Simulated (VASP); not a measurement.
Runs of VASP 6.6.1 on Cd5O4. The cell holds a slab with vacuum, 9 atoms: a = 3.321 Å, b = 3.321 Å, c = 25.846 Å, α = 90.00°, β = 90.00°, γ = 120.00°. 

```tsv
task	level	cell	k mesh	cutoff (eV)	smearing	atoms held fixed (from 0)	gap on the mesh (eV)	largest force (eV/Å)
relaxation of the atoms	PBE	atoms relaxed	7 × 7 × 1	900	fermi-dirac 0.05 eV	[0, 5, 1, 6]	none	-
relaxation of the atoms	PBE+D4	atoms relaxed from: the (1 1 1) slab of CdO, cut from the database cell, not relaxed	9 × 9 × 1	520	gaussian 0.05 eV	[0, 5, 1, 6]	none	-
work function	PBE	the (1 1 1) slab of CdO, cut from the database cell, not relaxed	9 × 9 × 1	520	gaussian 0.05 eV	-	none	(a)
single point	PBE	the (1 1 1) slab of CdO, cut from the database cell, not relaxed	9 × 9 × 1	520	fermi-dirac 0.05 eV	-	none	0.56
```

Alike in all rows: potentials or basis VASP PAW PBE potentials, release 64 (Cd, O); no spin polarisation.

Estimate the missing entries.

(a) 0.57.

A k mesh can miss the band edges, and the runs leave out spin-orbit coupling on Cd.

A gap of «none» marks a metal or a gap under the smearing width.
